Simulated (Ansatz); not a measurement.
Fe:

```xyz
1
Lattice="0.0000 1.9417 1.9651 1.4984 0.0000 1.9651 1.4984 1.9417 0.0000" Properties=species:S:1:pos:R:3 pbc="T T T"
Fe    0.0000    0.0000    0.0000
```

Base run:

```yaml
Program: Ansatz 0.2.0
Functional: LDA
Potentials_or_basis: all-electron LAPW, scalar-relativistic
Cutoff: 316 eV
Density_cutoff: 1265 eV
Basis_error_allowed: 0.001 eV/atom
k_mesh: 13 × 13 × 13
Occupations: fermi-dirac, width 0.05 eV
Spin: collinear spin, ferromagnetic start
Starting_moments: "[3.0] μB"
```

Its results: pressure -18.8 GPa; net moment 2.14 μB per cell; site moments Fe +2.17 μB.

Problem. The run is repeated on the same cell with these changes: functional from LDA to PBEsol. What comes out?

Solution. Pressure -10.5 GPa; net moment 2.17 μB per cell; site moments Fe +2.22 μB.

PBEsol binds less tightly than LDA, so the same cell stands under more pressure.

Not every run made on this cell is shown here.
